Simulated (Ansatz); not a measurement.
# TiAl (P-6m2) in Ansatz: further runs

One crystal, TiAl, is run at these levels: PBEsol, PBEsol+D3(BJ), PBEsol+D3(BJ)-ATM, PBEsol+D4; tasks: relaxation of cell and atoms.

All numbers are computed with Ansatz 0.2.0; they aren't measurements. Logs are shortened: lines on timing, memory, paths and dates and some standing lists are left out, and cuts for length are marked.

## Step 1: The structure

Symmetry: P-6m2, No. 187, hexagonal system. The conventional cell has a = 2.867 Å, b = 2.867 Å, c = 4.678 Å, α = 90.00°, β = 90.00°, γ = 120.00°. Ti (site symmetry -6m2) has 6 Al at 2.87 Å and 6 Ti at 2.87 Å as nearest neighbours. Al (site symmetry -6m2) has 6 Ti at 2.87 Å and 6 Al at 2.87 Å as nearest neighbours.

The cell comes from a database or a generator and needn't be the stable form of this composition.

## Step 2: Relaxation of cell and atoms, PBEsol

input.yaml

```yaml
crystal:
  lattice:
    - [2.8672622327, 0.0, 0.0]
    - [-1.4336311163, 2.4831219328, 0.0]
    - [0.0, 0.0, 4.678083]
  atoms:
    - { symbol: Ti, position: [0.0, 0.0, 0.0] }
    - { symbol: Al, position: [0.3333333333, 0.6666666667, 0.5] }
hamiltonian:
  xc: pbesol
  pseudopotentials: { kind: paw }
kpoints:
  mp_grid: { grid: [11, 11, 6] }
scf:
  occupations: { method: fermi_dirac, width: 0.05 }
output:
  forces: true
  stress: true
  eigenvalues: true
  write_density: true
  write_potential: true
  elf: true
  volumetric_format: npy
relax:
  f_tol: 0.01
  max_steps: 40
  cell: { stress_tol: 0.05 }
```

Potentials or basis: Ansatz PAW.

The run is started by

```sh
> ansatz run input.yaml --threads 2 --pin off --max-ram 5632MiB --backend cpu --events-out ev --progress --plain --runs-dir out
```

The program printed:

```text
Warning: RAYON_NUM_THREADS=2 ignored (pool sized by the plan → 2); use --threads N
Engine: ansatz 0.2.0, aarch64-unknown-linux-gnu
Pseudopotentials: kind: paw
Pseudopotential: Ti, paw, valence charge 12, recommended cutoff 420 eV (normal), Ti.paw.azcp
Pseudopotential: Al, paw, valence charge 3, recommended cutoff 420 eV (normal), Al.paw.azcp
Functional definition: PBEsol
  exchange = pbesol_x
  correlation = pbesol_c
Crystal: 2 atoms, lattice volume = 33.307 Å³
Basis set: ecut = 420 eV, 663 PW (Γ), exchange–correlation on 40×40×64 points (8 copies of the dense FFT grid, shifted against one another)
Bands: 12, of which v1, the nominal top of the filled ones, is band 8 counted from 1 (7 counted from 0)
Symmetry: 12 space group operations
Space group: P-6m2 (ITA 187), of the structure as read, at distance tolerance 3.2e-5 Å
k-points: 64 of 726 (time reversal used)
Non-local potential: Ti, projectors of the file, l = 0: 3, l = 1: 2, l = 2: 3, l = 3: 1
Non-local potential: Al, projectors of the file, l = 0: 2, l = 1: 2, l = 2: 1
PAW form: soft (Blöchl's): semilocal exchange-correlation on the pseudo side does not see the compensation charge
PAW frozen core: Ti, regenerated for the run's functional, and the local potential with it (the file was generated under x = pbe(κ = 0.804, μ = 0.2195149727645171), c = pbe(β = 0.06672455060314922))
PAW frozen core: Al, regenerated for the run's functional, and the local potential with it (the file was generated under x = pbe(κ = 0.804, μ = 0.2195149727645171), c = pbe(β = 0.06672455060314922))
PAW one-centre angular grid: Ti, 590 points (default); XC on 64 Gauss nodes
PAW one-centre angular grid: Al, 110 points (default); XC on 64 Gauss nodes
Initial density: superposition of atomic densities (neutral atoms: chi_scale 0, normalization atom), corrected by the library's trained network
Initial wavefunctions: pseudopotential atomic-orbital guess
Functional: x = pbesol(κ = 0.804, μ = 0.12345679012345678), c = pbesol(β = 0.046)
SCF iter   1: F=—  HF=-2998.955792 eV  |F-HF|=—  |Δ(HF+E_count)|=         —  Δρ=9.53e-3  dr2=4.40e-2  ethr=1.77e-3  ⟨swp⟩=5.1  Hψ=3936  notcnv=0
preconditioner: auto → none  [metal: Δε(μ)=0.004 eV  Ē_g=5.144 eV  σ=0.050 eV  W_gap=0.02  n_scr=2 (ndim 8)  ℏωp=17.0 eV  f_vac=0.000  D(μ)=2.85/eV (n_scr^D=34)  sad-step TF]
SCF iter   2: F=—  HF=-2998.950958 eV  |F-HF|=—  |Δ(HF+E_count)|=   4.83e-3  Δρ=5.95e-3  dr2=2.10e-2  ethr=2.93e-4  ⟨swp⟩=2.0  Hψ=1537  notcnv=0
SCF iter   3: F=—  HF=-2998.947631 eV  |F-HF|=—  |Δ(HF+E_count)|=   3.33e-3  Δρ=1.16e-3  dr2=1.02e-3  ethr=1.40e-4  ⟨swp⟩=2.0  Hψ=1135  notcnv=0
SCF iter   4: F=—  HF=-2998.947363 eV  |F-HF|=—  |Δ(HF+E_count)|=   2.68e-4  Δρ=2.85e-4  dr2=1.06e-5  ethr=6.79e-6  ⟨swp⟩=2.3  Hψ=1034  notcnv=0
SCF iter   5: F=—  HF=-2998.947338 eV  |F-HF|=—  |Δ(HF+E_count)|=   2.55e-5  Δρ=3.59e-5  dr2=5.34e-7  ethr=7.05e-8  ⟨swp⟩=2.1  Hψ=1196  notcnv=0
SCF iter   6: F=-2998.947338 eV  HF=-2998.947338 eV  |F-HF|=1.01e-8  |Δ(HF+E_count)|=   3.29e-9  Δρ=5.58e-6  dr2=1.39e-8  ethr=6.67e-10  ⟨swp⟩=8.0  Hψ=4450  notcnv=0
SCF 1 converged in 6 iterations: F = -2998.947338 eV  dr2 = 1.39e-8
relax step   1: F+E_penalty+E_count = -2998.94733753 eV  Δ(F+E_penalty+E_count) = +0.000e0 eV  max|allowed force component| = 3.325e-17 eV/Å  Δτ_max = 0.0000 Å  P = -2.844 GPa  Ω = 33.307 Å³  (6 SCF iters, dr2 threshold 1.00e-7 eV, accepted)
Crystal: 2 atoms, lattice volume = 31.808 Å³
Basis set: ecut = 420 eV, 615 PW (Γ), exchange–correlation on 40×40×64 points (8 copies of the dense FFT grid, shifted against one another)
Initial density: handed on by an earlier stage of this run
Initial wavefunctions: those handed on with the density
iter 1 solved again at ethr=1.23e-5 eV; its pass at ethr=3.10e-3 eV (dr2=1.85e-3 eV) is discarded
SCF iter   1: F=—  HF=-2998.951672 eV  |F-HF|=—  |Δ(HF+E_count)|=         —  Δρ=1.80e-3  dr2=1.85e-3  ethr=1.23e-5  ⟨swp⟩=1.0  Hψ=5011  notcnv=0
preconditioner: auto → none  [metal: Δε(μ)=0.014 eV  Ē_g=5.270 eV  σ=0.050 eV  W_gap=0.07  n_scr=2 (ndim 8)  ℏωp=17.4 eV  f_vac=0.000  D(μ)=2.94/eV (n_scr^D=34)]
SCF iter   2: F=—  HF=-2998.951016 eV  |F-HF|=—  |Δ(HF+E_count)|=   6.56e-4  Δρ=7.43e-4  dr2=1.37e-4  ethr=1.23e-5  ⟨swp⟩=2.1  Hψ=951  notcnv=0
SCF iter   3: F=—  HF=-2998.950926 eV  |F-HF|=—  |Δ(HF+E_count)|=   9.00e-5  Δρ=1.94e-4  dr2=1.14e-5  ethr=9.15e-7  ⟨swp⟩=2.0  Hψ=1001  notcnv=0
SCF iter   4: F=—  HF=-2998.950922 eV  |F-HF|=—  |Δ(HF+E_count)|=   4.09e-6  Δρ=2.62e-5  dr2=1.70e-7  ethr=7.59e-8  ⟨swp⟩=2.0  Hψ=969  notcnv=0
iter 5 did not close the SCF: its close was put off for the readings that it lacked (scf_convergence_deferred on its scf_iter line)
SCF iter   5: F=-2998.950922 eV  HF=-2998.950922 eV  |F-HF|=2.66e-10  |Δ(HF+E_count)|=   6.02e-8  Δρ=4.30e-6  dr2=4.12e-9  ethr=1.13e-9  ⟨swp⟩=2.1  Hψ=973  notcnv=0
[... 25 lines left out ...]
iter 5 did not close the SCF: its close was put off for the readings that it lacked (scf_convergence_deferred on its scf_iter line)
SCF iter   5: F=-2998.956152 eV  HF=-2998.956152 eV  |F-HF|=4.55e-13  |Δ(HF+E_count)|=  2.27e-12  Δρ=1.37e-7  dr2=3.84e-12  ethr=1.00e-12  ⟨swp⟩=2.7  Hψ=1071  notcnv=0
SCF iter   6: F=-2998.956152 eV  HF=-2998.956152 eV  |F-HF|=4.55e-13  |Δ(HF+E_count)|=  4.55e-13  Δρ=1.16e-8  dr2=1.97e-14  ethr=1.00e-12  ⟨swp⟩=3.0  Hψ=2734  notcnv=0
SCF 4 converged in 6 iterations: F = -2998.956152 eV  dr2 = 1.97e-14
relax step   4: F+E_penalty+E_count = -2998.95615156 eV  Δ(F+E_penalty+E_count) = -1.781e-5 eV  max|allowed force component| = 1.634e-17 eV/Å  Δτ_max = 0.0000 Å  P = +0.000 GPa  Ω = 32.465 Å³  energy of the carried Pulay correction = +1.852e-4 eV  (6 SCF iters, accepted)
Initial wavefunctions: pseudopotential atomic-orbital guess (no wavefunctions were taken with the density)
iter 1 solved again at ethr=1.07e-8 eV; its pass at ethr=3.10e-3 eV (dr2=1.61e-6 eV) is discarded
SCF iter   1: F=—  HF=-2998.956022 eV  |F-HF|=—  |Δ(HF+E_count)|=         —  Δρ=1.77e-5  dr2=1.38e-8  ethr=1.07e-8  ⟨swp⟩=3.0  Hψ=6059  notcnv=0
SCF iter   2: F=—  HF=-2998.955992 eV  |F-HF|=—  |Δ(HF+E_count)|=   2.95e-5  Δρ=8.80e-6  dr2=2.99e-9  ethr=9.23e-11  ⟨swp⟩=2.0  Hψ=999  notcnv=0
SCF iter   3: F=—  HF=-2998.955992 eV  |F-HF|=—  |Δ(HF+E_count)|=   5.61e-9  Δρ=1.49e-6  dr2=4.05e-10  ethr=2.00e-11  ⟨swp⟩=3.0  Hψ=1270  notcnv=0
SCF iter   4: F=—  HF=-2998.955992 eV  |F-HF|=—  |Δ(HF+E_count)|=  2.32e-11  Δρ=3.74e-7  dr2=2.57e-11  ethr=2.70e-12  ⟨swp⟩=2.0  Hψ=976  notcnv=0
iter 5 did not close the SCF: its close was put off for the readings that it lacked (scf_convergence_deferred on its scf_iter line)
SCF iter   5: F=-2998.955992 eV  HF=-2998.955992 eV  |F-HF|=1.36e-12  |Δ(HF+E_count)|=  1.82e-12  Δρ=1.43e-7  dr2=2.84e-12  ethr=1.00e-12  ⟨swp⟩=1.0  Hψ=768  notcnv=0
iter 6 did not close the SCF: its close was put off for the readings that it lacked (scf_convergence_deferred on its scf_iter line)
SCF iter   6: F=-2998.955992 eV  HF=-2998.955992 eV  |F-HF|=0.00e0  |Δ(HF+E_count)|=  9.09e-13  Δρ=1.23e-8  dr2=1.93e-14  ethr=1.00e-12  ⟨swp⟩=1.0  Hψ=768  notcnv=0
iter 7 did not close the SCF: its close was put off for the readings that it lacked (scf_convergence_deferred on its scf_iter line)
SCF iter   7: F=-2998.955992 eV  HF=-2998.955992 eV  |F-HF|=0.00e0  |Δ(HF+E_count)|=    0.00e0  Δρ=1.36e-9  dr2=2.93e-16  ethr=1.00e-12  ⟨swp⟩=1.0  Hψ=768  notcnv=0
iter 8 did not close the SCF: its close was put off for the readings that it lacked (scf_convergence_deferred on its scf_iter line)
SCF iter   8: F=-2998.955992 eV  HF=-2998.955992 eV  |F-HF|=9.09e-13  |Δ(HF+E_count)|=    0.00e0  Δρ=2.01e-10  dr2=7.76e-18  ethr=1.00e-12  ⟨swp⟩=1.0  Hψ=768  notcnv=0
SCF iter   9: F=-2998.955992 eV  HF=-2998.955992 eV  |F-HF|=0.00e0  |Δ(HF+E_count)|=    0.00e0  Δρ=1.83e-11  dr2=1.09e-19  ethr=1.00e-12  ⟨swp⟩=1.0  Hψ=1793  notcnv=0
SCF 5 converged in 9 iterations: F = -2998.955992 eV  dr2 = 1.09e-19
relax step   5: F+E_penalty+E_count = -2998.95599212 eV  Δ(F+E_penalty+E_count) = +1.594e-4 eV  max|allowed force component| = 2.349e-17 eV/Å  Δτ_max = 0.0000 Å  P = -0.009 GPa  Ω = 32.465 Å³  stress off target by 2.73e-2 GPa  SCF on the basis re-selected at this cell (its energy is not comparable with the rows above)  (9 SCF iters)
basis re-selected at this cell: Δ(F+E_penalty+E_count) = +1.594e-4 eV, ΔP = -0.009 GPa vs the last step (what re-selecting the basis moved, of the pressure what is left beyond the Pulay correction that the steps carried, after the strain that the cell walked since its last selection, with what the two solves' SCF thresholds leave and, on support functions, any second-order correction that the steps lacked; it is no measure of the basis error at this ecutwfc). This SCF's stress stands 2.73e-2 GPa from its target on what of the cell is left free (relax.cell.stress_tol is 5.00e-2 GPa) and its largest allowed force component is 2.35e-17 eV/Å (relax.f_tol is 1.00e-2 eV/Å): within both
SCF converged after 9 iterations
Free energy (F): -2998.955992 eV
Harris-Foulkes:  -2998.955992 eV  (|F-HF|=0.00e0)
Internal energy: -2998.932392 eV  (E = F + TS)
E sigma→0 (E₀):  -2998.944192 eV
Entropy (-TS):   -0.023600 eV (-11.800 meV/atom)
Fermi energy:    10.659331 eV
--- Per-component energies (eV) ---
  E_band       = -164.867576
  E_kinetic    = 296.234196
  E_local      = -1141.107656  (includes V_loc(G=0)·N_el)
  E_nonlocal   = 20.014604
  E_hartree    = 492.824067
  E_xc         = -136.616160
  E_vxc        = -151.322307  (∫ρ·V_xc dr)
  E_paw        = -1477.456430  (= ΣΔE_a)
  E_vpaw       = -174.334659  (= ΣTr[D̂ρ^β])
  E_aug_tail   = 0.000114  (compensation charges beyond the density's cutoff)
  E_ewald      = -1052.983649
  E_core_change = 0.158523  (= ΣΔE_core)
  E_smearing   = -0.023600  (= −TS)
  E_closure    = 0.000000  (closes the sum)
  Σ components = -2998.955992   (vs F -2998.955992, Δ=0.00e0)
--- Forces (eV/Å), atoms counted from 1 ---
  atom   1  Ti     0.00000000     0.00000000     0.00000000
  atom   2  Al    -0.00000000     0.00000000    -0.00000000
  max |Σ_I F_I| component: 4.55e-17 eV/Å
--- Stress (GPa, compression-positive) ---
        0.000624       0.000000       0.000000
        0.000000       0.000624      -0.000000
        0.000000      -0.000000      -0.027294
  P = ⅓ Tr σ = -0.0087 GPa (-0.087 kbar)
--- Band table (eV; the first three rows and the last of 64) ---
  k-point 0: bands = ["-45.5260", "-21.9650", "-21.5225", "-21.5225", "1.6706", "8.3812", "8.9192", "11.9809", "11.9809", "13.5089", "13.5089", "14.8168"]
  k-point 1: bands = ["-45.5260", "-21.9664", "-21.5224", "-21.5224", "1.8490", "7.2706", "9.6609", "11.9843", "11.9843", "13.4876", "13.4876", "15.3954"]
  k-point 2: bands = ["-45.5259", "-21.9692", "-21.5224", "-21.5224", "2.3001", "5.9896", "10.1372", "11.9912", "11.9912", "13.4459", "13.4459", "16.7546"]
  k-point 63: bands = ["-45.4096", "-22.0098", "-21.8884", "-21.8533", "8.1136", "8.9150", "9.9331", "10.3483", "10.6953", "11.9393", "14.0817", "15.5163"]
--- Relaxed structure (4 steps of the walk, 4 accepted, 1 SCFs on fresh bases) ---
  F+E_penalty+E_count = -2998.95599212 eV   max|allowed force component| = 2.349e-17 eV/Å   (the final SCF, on the basis selected at the relaxed cell)
  cell:  # Å, volume = 32.4652 Å³
    - [2.850846407219709, -2.8702147477670612e-11, 1.0542985915260882e-29]
    - [-1.4254232035849976, 2.468905410954216, -9.068880481182117e-19]
    - [-3.733670749815192e-34, -1.7085337230986898e-18, 4.612531625437114]
  atoms:
    - { symbol: Ti, position: [3.0814879110195774e-33, -3.700743415524894e-17, 1.247941762453511e-34] }
    - { symbol: Al, position: [0.3333333333333333, 0.6666666666666665, 0.5] }
```

Run time: 9 s. Hardware: 2 threads of Arm Neoverse V1, shared host; peak memory 0.34 GiB.

Results:

| Item | Value |
| --- | --- |
| Free energy | -2998.9560 eV |
| Relaxed volume | 16.23 Å³/atom |
| Relaxed cell | a = 2.851 Å, b = 2.851 Å, c = 4.613 Å, α = 90.00°, β = 90.00°, γ = 120.00° |
| Space group after relaxing (to 0.05 Å) | P-6m2 (No. 187) |
| Energy gained by relaxing | 4.3 meV/atom |
| Ionic steps | 5 |
| Pressure after relaxing | 0.0 GPa |
| Band gap on the k mesh | none (metal or under the smearing width) |

The path:
```
step  energy change (eV)  largest force (eV/Å)  volume (Å³)
   1              0.0000                0.0000        33.31
   2             -0.0036                0.0000        31.81
   3             -0.0088                0.0000        32.49
   4             -0.0088                0.0000        32.47
   5             -0.0087                0.0000        32.47
```

Final structure:
```
CELL_PARAMETERS angstrom
2.85085 0.00000 0.00000
-1.42542 2.46891 0.00000
0.00000 0.00000 4.61253
ATOMIC_POSITIONS crystal
Ti 0.00000 0.00000 0.00000
Al 0.33333 0.66667 0.50000
```

Caveat: the plane-wave basis is chosen anew once the cell has moved, so the energies of steps on either side of that aren't comparable; the PAW data sets come from PBE, with cores solved anew for the run's functional, which leaves a small shift of forces and pressure.

[end of part 1 of 3]
